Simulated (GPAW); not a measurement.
# HfN (Fm-3m) in GPAW: notebook

The runs below take HfN through single point, with PBE.

Everything below comes from runs of GPAW 26.7.0. Logs are shortened: lines on timing, memory, paths and dates and some standing lists are left out, and cuts for length are marked. The log counts tension as positive stress, the text compression.

### 1 Starting point

Symmetry: Fm-3m, No. 225, cubic system. Conventional cell: a = 4.512 Å, b = 4.512 Å, c = 4.512 Å, α = 90.00°, β = 90.00°, γ = 90.00°. Hf (site symmetry m-3m) has 6 N at 2.26 Å as nearest neighbours. N (site symmetry m-3m) has 6 Hf at 2.26 Å as nearest neighbours.

### 2 Single point, PBE

The input, run.py:

```python
from ase import Atoms
from ase.dft.bandgap import bandgap
from ase.io import write
from ase.units import GPa
from gpaw import GPAW, PW

atoms = Atoms(['Hf', 'N'],
              cell=[[0.0, 2.256, 2.256],
                    [2.256, 0.0, 2.256],
                    [2.256, 2.256, 0.0]],
              scaled_positions=[[0.0, 0.0, 0.0],
                                [0.5, 0.5, 0.5]],
              pbc=True)

calc = GPAW(mode=PW(800),
            xc='PBE',
            kpts={'size': (10, 10, 10), 'gamma': True},
            occupations={'name': 'methfessel-paxton', 'order': 0, 'width': 0.024},
            nbands=19,
            convergence={'density': 1e-05, 'energy': 1e-05},
            maxiter=150,
            txt='gpaw.txt')
atoms.calc = calc
energy = atoms.get_potential_energy()
forces = atoms.get_forces()
stress = atoms.get_stress()
calc.write('gs.gpw')
write('result.traj', atoms)
print(f'Energy: {energy:.6f} eV')
print('Forces (eV/A):')
print(forces.round(4))
print('Stress (GPa):', (stress / GPa).round(3))
print('Fermi level:', round(calc.get_fermi_level(), 4), 'eV')
print(f'Gap: {bandgap(calc)[0]:.4f} eV, direct: {bandgap(calc, direct=True)[0]:.4f} eV')
```

Potentials or basis: GPAW PAW data sets (gpaw-data 1.2.1), pw.

Started as:

```console
> OMP_NUM_THREADS=1 python run.py
```

gpaw.txt:

```text
__  _  _
 | _ |_)|_||  |
 |__||  | ||/\| - 26.7.0

Input parameters:
  mode=PW(ecut=800.0),
  convergence={'density': 1e-05, 'energy': 1e-05},
  kpts=MonkhorstPack(size=(10, 10, 10), gamma=True),
  maxiter=150,
  nbands=19,
  occupations=Occupations(name='methfessel-paxton', order=0, width=0.024),
  xc=XC(name='PBE')

Diagonalizing LCAO Hamiltonian
Converting LCAO to pw mode

              N

       Hf

Atoms  # Å, Bohr magnetons
|   | symbol |        x |        y |        z |    initial magnetic moments |
|---|--------|----------|----------|----------|-----------------------------|
| 0 |     Hf | 0.000000 | 0.000000 | 0.000000 | ( 0.0000,  0.0000,  0.0000) |
| 1 |      N | 2.256000 | 2.256000 | 2.256000 | ( 0.0000,  0.0000,  0.0000) |

Unit cell  # Å
| periodic |        x |        y |        z |  lengths |    angles |
|----------|----------|----------|----------|----------|-----------|
|      yes | 0.000000 | 2.256000 | 2.256000 | 3.190466 | 60.000000 |
|      yes | 2.256000 | 0.000000 | 2.256000 | 3.190466 | 60.000000 |
|      yes | 2.256000 | 2.256000 | 0.000000 | 3.190466 | 60.000000 |

Number of symmetries: 48
Symmetry operations  # r_c * U_cc + t_c -> r_c
|    | kind |            matrix            |
|----|------|------------------------------|
|  0 |  σ   |  1, 0, 0,  1, 0,-1,  1,-1, 0 |
|  1 |  C2  |  1, 0, 0,  1,-1, 0,  1, 0,-1 |
|  2 |  E   |  1, 0, 0,  0, 1, 0,  0, 0, 1 |
|  3 |  σ   |  1, 0, 0,  0, 0, 1,  0, 1, 0 |
|  4 |  C4  |  1, 0,-1,  1, 0, 0,  1,-1, 0 |
|  5 |  S6  |  1, 0,-1,  1,-1, 0,  1, 0, 0 |
|  6 |  σ   |  1, 0,-1,  0, 1,-1,  0, 0,-1 |
|  7 |  C3  |  1, 0,-1,  0, 0,-1,  0, 1,-1 |
|  8 |  S6  |  1,-1, 0,  1, 0, 0,  1, 0,-1 |
|  9 |  C4  |  1,-1, 0,  1, 0,-1,  1, 0, 0 |
| 10 |  C3  |  1,-1, 0,  0,-1, 1,  0,-1, 0 |
| 11 |  σ   |  1,-1, 0,  0,-1, 0,  0,-1, 1 |
| 12 |  σ   |  0, 1, 0,  1, 0, 0,  0, 0, 1 |
| 13 |  C4  |  0, 1, 0,  0, 1,-1, -1, 1, 0 |
| 14 |  C3  |  0, 1, 0,  0, 0, 1,  1, 0, 0 |
| 15 |  S6  |  0, 1, 0, -1, 1, 0,  0, 1,-1 |
| 16 |  C2  |  0, 1,-1,  1, 0,-1,  0, 0,-1 |
| 17 |  σ   |  0, 1,-1,  0, 1, 0, -1, 1, 0 |
| 18 |  S4  |  0, 1,-1,  0, 0,-1,  1, 0,-1 |
| 19 |  C4  |  0, 1,-1, -1, 1, 0,  0, 1, 0 |
| 20 |  C3  |  0, 0, 1,  1, 0, 0,  0, 1, 0 |
| 21 |  σ   |  0, 0, 1,  0, 1, 0,  1, 0, 0 |
| 22 |  S6  |  0, 0, 1,  0,-1, 1, -1, 0, 1 |
| 23 |  C4  |  0, 0, 1, -1, 0, 1,  0,-1, 1 |
| 24 |  S4  |  0, 0,-1,  1, 0,-1,  0, 1,-1 |
| 25 |  C3  |  0, 0,-1,  0, 1,-1,  1, 0,-1 |
| 26 |  C2  |  0, 0,-1,  0,-1, 0, -1, 0, 0 |
| 27 |  S6  |  0, 0,-1, -1, 0, 0,  0,-1, 0 |
| 28 |  S4  |  0,-1, 1,  1,-1, 0,  0,-1, 0 |
| 29 |  C4  |  0,-1, 1,  0, 0, 1, -1, 0, 1 |
| 30 |  C2  |  0,-1, 1,  0,-1, 0,  1,-1, 0 |
| 31 |  σ   |  0,-1, 1, -1, 0, 1,  0, 0, 1 |
| 32 |  C3  |  0,-1, 0,  1,-1, 0,  0,-1, 1 |
| 33 |  S6  |  0,-1, 0,  0, 0,-1, -1, 0, 0 |
| 34 |  S4  |  0,-1, 0,  0,-1, 1,  1,-1, 0 |
| 35 |  C2  |  0,-1, 0, -1, 0, 0,  0, 0,-1 |
| 36 |  C2  | -1, 1, 0,  0, 1, 0,  0, 1,-1 |
| 37 |  S6  | -1, 1, 0,  0, 1,-1,  0, 1, 0 |
| 38 |  S4  | -1, 1, 0, -1, 0, 1, -1, 0, 0 |
| 39 |  C3  | -1, 1, 0, -1, 0, 0, -1, 0, 1 |
| 40 |  S6  | -1, 0, 1,  0, 0, 1,  0,-1, 1 |
| 41 |  C2  | -1, 0, 1,  0,-1, 1,  0, 0, 1 |
| 42 |  C3  | -1, 0, 1, -1, 1, 0, -1, 0, 0 |
| 43 |  S4  | -1, 0, 1, -1, 0, 0, -1, 1, 0 |
| 44 |  C2  | -1, 0, 0,  0, 0,-1,  0,-1, 0 |
| 45 |  i   | -1, 0, 0,  0,-1, 0,  0, 0,-1 |
| 46 |  σ   | -1, 0, 0, -1, 1, 0, -1, 0, 1 |
| 47 |  C2  | -1, 0, 0, -1, 0, 1, -1, 1, 0 |

BZ-sampling:
  Number of BZ points: 1000
  Number of IBZ points: 47

  Monkhorst-Pack size: [10, 10, 10]
  Monkhorst-Pack shift: [0.05, 0.05, 0.05]

K-points  # in reciprocal-cell coordinates
|     |                                coordinates |     weight |
|-----|--------------------------------------------|------------|
|   0 | (  0.00000000,   0.00000000,   0.00000000) | 0.00100000 |
|   1 | (  0.10000000,   0.10000000,   0.00000000) | 0.00600000 |
|   2 | (  0.10000000,   0.10000000,   0.10000000) | 0.00800000 |
|   3 | (  0.20000000,   0.10000000,   0.10000000) | 0.01200000 |
|   4 | (  0.20000000,   0.20000000,   0.00000000) | 0.00600000 |
|   5 | (  0.20000000,   0.20000000,   0.10000000) | 0.02400000 |
|   6 | (  0.20000000,   0.20000000,   0.20000000) | 0.00800000 |
|   7 | (  0.30000000,   0.20000000,   0.10000000) | 0.02400000 |
|   8 | (  0.30000000,   0.20000000,   0.20000000) | 0.02400000 |
|   9 | (  0.30000000,   0.30000000,   0.00000000) | 0.00600000 |
| ... |                                            |            |
|  46 | (  0.50000000,   0.50000000,   0.50000000) | 0.00400000 |

Plane wave coefficients: 1243
Cutoff: 800.0 eV

Spin-components: 1 (collinear spins)
Bands:           19
Projectors:      11
Spin-degeneracy: 2
Datatype:        complex128

Parallelization:
  kpt:    1
  domain: 1
  band:   1

Density:
  Valence electrons: 17.0
  Components: 1
  Grid points: [21 21 21]
  Charge: 0.0  # |e|

Potential:
  Grid points: [21 21 21]

species:
  Hf:
    name:    Hafnium
    Z:       72.0
    valence: 12
    core:    60
    charge:  0.0  # [|e|]
    compensation charges:
      type: gauss
      rc: 0.41  # [Å]
      lmax: 2
    cutoffs:
      filter: 2.36  # [Å]
      core: 4.02  # [Å]
    projectors
    | kind |    occ | energy [eV] | rcut [Å] |
    |------|--------|-------------|----------|
    |   5s |  2.000 |     -66.831 |    1.397 |
    |   6s |  2.000 |      -5.097 |    1.397 |
    |   5p |  6.000 |     -35.599 |    1.307 |
    |   6p |  0.000 |      -1.401 |    1.307 |
    |   5d |  2.000 |      -2.699 |    1.334 |
    |    d |        |      24.513 |    1.334 |

    Using partial waves for Hf as LCAO basis

  N:
    name:    Nitrogen
    Z:       7.0
    valence: 5
    core:    2
    charge:  0.0  # [|e|]
    compensation charges:
      type: gauss
      rc: 0.18  # [Å]
      lmax: 2
    cutoffs:
      filter: 1.11  # [Å]
      core: 0.96  # [Å]
    projectors
    | kind |    occ | energy [eV] | rcut [Å] |
    |------|--------|-------------|----------|
    |   2s |  2.000 |     -18.583 |    0.603 |
    |   2p |  3.000 |      -7.089 |    0.529 |
    |    s |        |       8.629 |    0.603 |
    |    p |        |      20.123 |    0.529 |
    |    d |        |       0.000 |    0.577 |

    Using partial waves for N as LCAO basis

Reference energy: -411367.836780  # eV

eigensolver:
  PPCG
  Converge bands: occupied
  niter=2

density mixing:
  MSR1-Mixer
  Pratt-step length: 0.05
  Maximum mixing coefficient: 0.75
  Old densities: 10
  SVD Regularization: 0.005
  Good broyden scale: 1.0
  Trust region scale: 1.0
  Backstep threshold: 4.0
  History deletion threshold: 6.0
  Fourier metric: weight=20.0, sigma=0.015

occupation numbers:
  Methfessel-Paxton:
    width: 0.0240  # eV
    order: 0

poisson solver:
  ecut: 6400.0  # eV

xc functional:
  name: PBE with 2 nearest neighbor stencil

convergence criteria:
[... 6 lines left out ...]
|iter     | |      energy | eigst |  dens |
|---------|-|-------------|-------|-------|
|iter:   1| |  -21.102803 | +0.03 |       |
|iter:   2| |  -20.553686 | -2.41 | -0.90 |
|iter:   3| |  -19.280531 | -1.48 | -0.96 |
|iter:   4| |  -19.286198 | -3.06 | -1.61 |
|iter:   5| |  -19.294610 | -3.28 | -1.83 |
|iter:   6| |  -19.294474 | -5.22 | -2.93 |
|iter:   7| |  -19.294481c| -6.53 | -3.51 |
|iter:   8| |  -19.294482c| -7.29 | -4.05 |
|iter:   9| |  -19.294482c| -8.87c| -5.24c|

Converged in 9 steps
Energy contributions relative to reference atoms: (reference = -411367.836780)

Energy contributions:
  Kinetic:          24.036982
  Coulomb:         -23.876484
  Zero:             -0.250315
  External:          0.000000
  Xc:              -19.204598
  Entropy:          -0.000134
  Spinorbit:         0.000000
  ----------------------------
  Free energy:     -19.294549
  Extrapolated:    -19.294482

dipole moment: (-16.324538, -16.324538, -16.324538)  # |e|*Ang

Fermi level: 14.011
Eigenvalues  # (at kpt = [0.000, 0.000, 0.000])
| band index |      eig [eV] | occ [0-2] |
|------------|---------------|-----------|
|          0 |       -48.609 |     2.000 |
|        ... |               |           |
|          3 |       -17.205 |     2.000 |
|          4 |        -3.546 |     2.000 |
|          5 |        10.948 |     2.000 |
|          6 |        10.948 |     2.000 |
|          7 |        10.948 |     2.000 |
|          8 |        13.617 |     2.000 |
[... 8 lines left out ...]
|         17 |        38.522 |     0.000 |
|         18 |        40.378 |     0.000 |

No gap
No difference between direct/indirect transitions

Forces  # eV/Ang
|        x |        y |        z |
|----------|----------|----------|
| -0.00000 | -0.00000 |  0.00000 |  # Hf   0
| -0.00000 |  0.00000 | -0.00000 |  # N    1

Stress tensor  # eV/Ang^3
|         x |         y |         z |
|-----------|-----------|-----------|
| -0.041872 |  0.000000 |  0.000000 |
|  0.000000 | -0.041872 |  0.000000 |
|  0.000000 |  0.000000 | -0.041872 |

# Writing to gs.gpw (mode='')
```

It took 18 s on 1 thread of Arm Neoverse V2, shared host; peak memory 0.16 GiB.

Results:

| Quantity | Value |
| --- | --- |
| Free energy | -19.2945 eV |
| Pressure | 6.7 GPa |
| Band gap on the k mesh | none (metal or under the smearing width) |

### 3 Single point, PBE

The input, run.py:

```python
from ase.dft.bandgap import bandgap
from ase.io import read, write
from ase.units import GPa
from gpaw import GPAW, PW

atoms = read('HfN.xyz')

calc = GPAW(mode=PW(800),
            xc='PBE',
            kpts={'size': (10, 10, 10), 'gamma': True},
            occupations={'name': 'methfessel-paxton', 'order': 0, 'width': 0.025},
            nbands=19,
            convergence={'density': 1e-05, 'energy': 1e-05},
            maxiter=150,
            txt='gpaw.txt')
atoms.calc = calc
energy = atoms.get_potential_energy()
forces = atoms.get_forces()
stress = atoms.get_stress()
calc.write('gs.gpw')
write('result.traj', atoms)
print(f'Energy: {energy:.6f} eV')
print('Forces (eV/A):')
print(forces.round(4))
print('Stress (GPa):', (stress / GPa).round(3))
print('Fermi level:', round(calc.get_fermi_level(), 4), 'eV')
print(f'Gap: {bandgap(calc)[0]:.4f} eV, direct: {bandgap(calc, direct=True)[0]:.4f} eV')
```

The input, HfN.xyz:

```xyz
2
Lattice="0.0000000000 2.2560000000 2.2560000000 2.2560000000 0.0000000000 2.2560000000 2.2560000000 2.2560000000 0.0000000000" Properties=species:S:1:pos:R:3 pbc="T T T"
Hf     0.0000000000      0.0000000000      0.0000000000
N      2.2560000000      2.2560000000      2.2560000000
```

Potentials or basis: GPAW PAW data sets (gpaw-data 1.2.1), pw.

Started as:

```console
> OMP_NUM_THREADS=1 python run.py
```

Run time: 18 s. Hardware: 1 thread of Arm Neoverse V2, shared host; peak memory 0.16 GiB.

The run converged. Its results:

```yaml
Free_energy: -19.2946 eV
Pressure: 6.7 GPa
Band_gap_on_the_k_mesh: none (metal or under the smearing width)
```

Levels at points of the mesh, in eV from the Fermi level:
```
           k point  band 6  band 7  band 8  band 9  band 10  band 11  band 12  band 13
(0.00, 0.00, 0.00)   -3.06   -3.06   -3.06   -0.39    -0.39    -0.39     1.82     1.93
(0.50, 0.50, 0.00)   -5.49   -3.87   -3.74   -3.74     4.06     5.49     5.49     5.59
(0.50, 0.50, 0.50)   -8.94   -6.25   -6.25    3.24     3.67     3.67     4.42     8.80
```

Spin-orbit coupling is left out, which matters for the levels of Hf.

### 4 Single point, PBE

run.py: that of step 3 with these lines changed.

```diff
@@ -1,3 +1,4 @@
+from ase import Atoms
 from ase.dft.bandgap import bandgap
-from ase.io import read, write
+from ase.io import write
 from ase.units import GPa
@@ -5,3 +6,9 @@
 
-atoms = read('HfN.xyz')
+atoms = Atoms(['Hf', 'N'],
+              cell=[[0.0, 2.256, 2.256],
+                    [2.256, 0.0, 2.256],
+                    [2.256, 2.256, 0.0]],
+              scaled_positions=[[0.0, 0.0, 0.0],
+                                [0.5, 0.5, 0.5]],
+              pbc=True)
 
@@ -10,3 +17,3 @@
             kpts={'size': (10, 10, 10), 'gamma': True},
-            occupations={'name': 'methfessel-paxton', 'order': 0, 'width': 0.025},
+            occupations={'name': 'methfessel-paxton', 'order': 0, 'width': 0.026000000000000002},
             nbands=19,
```

Potentials or basis: GPAW PAW data sets (gpaw-data 1.2.1), pw.

Started as:

```console
> OMP_NUM_THREADS=1 python run.py
```

gpaw.txt:

```text
__  _  _
 | _ |_)|_||  |
 |__||  | ||/\| - 26.7.0

Input parameters:
  mode=PW(ecut=800.0),
  convergence={'density': 1e-05, 'energy': 1e-05},
  kpts=MonkhorstPack(size=(10, 10, 10), gamma=True),
  maxiter=150,
  nbands=19,
  occupations=Occupations(name='methfessel-paxton', order=0, width=0.026000000000000002),
  xc=XC(name='PBE')

Diagonalizing LCAO Hamiltonian
Converting LCAO to pw mode

              N

       Hf

Atoms  # Å, Bohr magnetons
|   | symbol |        x |        y |        z |    initial magnetic moments |
|---|--------|----------|----------|----------|-----------------------------|
| 0 |     Hf | 0.000000 | 0.000000 | 0.000000 | ( 0.0000,  0.0000,  0.0000) |
| 1 |      N | 2.256000 | 2.256000 | 2.256000 | ( 0.0000,  0.0000,  0.0000) |

Unit cell  # Å
| periodic |        x |        y |        z |  lengths |    angles |
|----------|----------|----------|----------|----------|-----------|
|      yes | 0.000000 | 2.256000 | 2.256000 | 3.190466 | 60.000000 |
|      yes | 2.256000 | 0.000000 | 2.256000 | 3.190466 | 60.000000 |
|      yes | 2.256000 | 2.256000 | 0.000000 | 3.190466 | 60.000000 |

Number of symmetries: 48
Symmetry operations  # r_c * U_cc + t_c -> r_c
|    | kind |            matrix            |
|----|------|------------------------------|
|  0 |  σ   |  1, 0, 0,  1, 0,-1,  1,-1, 0 |
|  1 |  C2  |  1, 0, 0,  1,-1, 0,  1, 0,-1 |
|  2 |  E   |  1, 0, 0,  0, 1, 0,  0, 0, 1 |
|  3 |  σ   |  1, 0, 0,  0, 0, 1,  0, 1, 0 |
|  4 |  C4  |  1, 0,-1,  1, 0, 0,  1,-1, 0 |
|  5 |  S6  |  1, 0,-1,  1,-1, 0,  1, 0, 0 |
|  6 |  σ   |  1, 0,-1,  0, 1,-1,  0, 0,-1 |
[... 169 lines left out ...]
- Maximum integral of absolute [dens]ity change: 1e-05 electrons / valence electron
- Maximum [total energy] change in last 3 cyles: 1e-05 eV / valence electron
- Maximum integral of absolute [eigenst]ate change: 4e-08 eV^2 / valence electron
maximum number of iterations: 150

SCF iterations
|iter     | |      energy | eigst |  dens |
|---------|-|-------------|-------|-------|
|iter:   1| |  -21.102809 | +0.03 |       |
|iter:   2| |  -20.553693 | -2.41 | -0.90 |
|iter:   3| |  -19.280523 | -1.48 | -0.96 |
|iter:   4| |  -19.286195 | -3.06 | -1.61 |
|iter:   5| |  -19.294606 | -3.28 | -1.83 |
|iter:   6| |  -19.294470 | -5.22 | -2.93 |
|iter:   7| |  -19.294477c| -6.53 | -3.51 |
|iter:   8| |  -19.294477c| -7.29 | -4.05 |
|iter:   9| |  -19.294477c| -8.85c| -5.23c|

Converged in 9 steps
Energy contributions relative to reference atoms: (reference = -411367.836780)

Energy contributions:
  Kinetic:          24.036869
  Coulomb:         -23.876291
  Zero:             -0.250319
  External:          0.000000
  Xc:              -19.204653
  Entropy:          -0.000167
  Spinorbit:         0.000000
  ----------------------------
  Free energy:     -19.294561
  Extrapolated:    -19.294477

dipole moment: (-16.324533, -16.324533, -16.324533)  # |e|*Ang

Fermi level: 14.010
Eigenvalues  # (at kpt = [0.000, 0.000, 0.000])
| band index |      eig [eV] | occ [0-2] |
|------------|---------------|-----------|
|          0 |       -48.609 |     2.000 |
|        ... |               |           |
|          3 |       -17.205 |     2.000 |
|          4 |        -3.546 |     2.000 |
|          5 |        10.948 |     2.000 |
|          6 |        10.948 |     2.000 |
|          7 |        10.948 |     2.000 |
|          8 |        13.617 |     2.000 |
[... 8 lines left out ...]
|         17 |        38.522 |     0.000 |
|         18 |        40.378 |     0.000 |

No gap
No difference between direct/indirect transitions

Forces  # eV/Ang
|        x |        y |        z |
|----------|----------|----------|
| -0.00000 | -0.00000 | -0.00000 |  # Hf   0
| -0.00000 |  0.00000 |  0.00000 |  # N    1

Stress tensor  # eV/Ang^3
|         x |         y |         z |
|-----------|-----------|-----------|
| -0.041870 |  0.000000 |  0.000000 |
|  0.000000 | -0.041870 |  0.000000 |
|  0.000000 |  0.000000 | -0.041870 |

# Writing to gs.gpw (mode='')
```

Run time: 18 s. Hardware: 1 thread of Arm Neoverse V2, shared host; peak memory 0.16 GiB.

What came out:

* Free energy: -19.2946 eV
* Pressure: 6.7 GPa
* Band gap on the k mesh: none (metal or under the smearing width)

Levels at points of the mesh, in eV from the Fermi level:
```tsv
k point	band 6	band 7	band 8	band 9	band 10	band 11	band 12	band 13
(0.00, 0.00, 0.00)	-3.06	-3.06	-3.06	-0.39	-0.39	-0.39	1.82	1.93
(0.50, 0.50, 0.00)	-5.49	-3.87	-3.74	-3.74	4.06	5.49	5.49	5.59
(0.50, 0.50, 0.50)	-8.94	-6.25	-6.25	3.24	3.67	3.67	4.42	8.80
```

The run has no spin-orbit coupling, so splittings on Hf are missing.

### 5 Single point, PBE

run.py: that of step 4 with these lines changed.

```diff
@@ -17,3 +17,3 @@
             kpts={'size': (10, 10, 10), 'gamma': True},
-            occupations={'name': 'methfessel-paxton', 'order': 0, 'width': 0.026000000000000002},
+            occupations={'name': 'methfessel-paxton', 'order': 0, 'width': 0.027000000000000003},
             nbands=19,
```

Started as:

```console
> OMP_NUM_THREADS=1 python run.py
```

Run time: 18 s. Hardware: 1 thread of Arm Neoverse V2, shared host; peak memory 0.16 GiB.

Results (log left out):

* Free energy: -19.2946 eV
* Pressure: 6.7 GPa
* Band gap on the k mesh: none (metal or under the smearing width)

Levels at points of the mesh, in eV from the Fermi level:
| k point | band 6 | band 7 | band 8 | band 9 | band 10 | band 11 | band 12 | band 13 |
| --- | --- | --- | --- | --- | --- | --- | --- | --- |
| (0.00, 0.00, 0.00) | -3.06 | -3.06 | -3.06 | -0.39 | -0.39 | -0.39 | 1.82 | 1.93 |
| (0.50, 0.50, 0.00) | -5.49 | -3.87 | -3.74 | -3.74 | 4.06 | 5.49 | 5.49 | 5.59 |
| (0.50, 0.50, 0.50) | -8.94 | -6.25 | -6.25 | 3.24 | 3.67 | 3.67 | 4.42 | 8.80 |

Spin-orbit coupling is left out, which matters for the levels of Hf.

### 6 The runs side by side

| smearing | gap on the mesh (eV) | pressure (GPa) |
| --- | --- | --- |
| gaussian 0.024 eV | none | 6.7 |
| gaussian 0.025 eV | none | 6.7 |
| gaussian 0.026 eV | none | 6.7 |
| gaussian 0.027 eV | none | 6.7 |

Alike in all rows: task single point; level PBE; potentials or basis GPAW PAW data sets (gpaw-data 1.2.1), pw; no spin polarisation; cell as given; k mesh 10 × 10 × 10; cutoff (eV) 800.

Every run on the cell as given and a fine mesh finds a metal.

Total energies depend on the potentials used, so only differences within one code and one set of settings carry meaning.
